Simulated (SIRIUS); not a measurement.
TiB2, 3 atoms in the cell. The structure is hexagonal, space group P6/mmm (No. 191). Conventional cell: a = 3.029 Å, b = 3.029 Å, c = 3.228 Å, α = 90.00°, β = 90.00°, γ = 120.00°. Around Ti (site symmetry 6/mmm) lie 12 B at 2.38 Å. B (site symmetry -6m2) is surrounded by 3 B at 1.75 Å. 

```yaml
Program: SIRIUS 7.10.0
Task: single point
Functional: PBE
Potentials_or_basis: PseudoDojo 0.4.1 PBE standard (scalar relativistic)
Cutoff: 1152 eV
Density_cutoff: 4606 eV
k_mesh: 10 × 10 × 8
Occupations: fermi-dirac, width 0.05 eV
Spin: no spin polarisation
Libxc_names: "[\"XC_GGA_X_PBE\", \"XC_GGA_C_PBE\"]"
Energy_tol: 1e-08 Ha
Density_tol: 1e-06
Mixer: anderson
Mixing_beta: 0.7
Max_scf: 100
Radial_cutoff_for_the_potentials'_integrals: 6.5 bohr
```

Potentials or basis: PseudoDojo 0.4.1 PBE standard (scalar relativistic).

Run with:

```bash
$ upf_to_json Ti.upf
$ upf_to_json B.upf
$ OMP_NUM_THREADS=1 sirius.scf --input=sirius.json --output=out.json --task=0
```

Hardware: 1 thread of Arm Neoverse V2, with other jobs on the host.

Estimate the wall time of this run.

Run time: 46 s on 1 thread of Arm Neoverse V2, with other jobs on the host, peak memory 0.44 GiB. Counts: scf iterations 12, k points 70, plane waves 2291, bands 16.
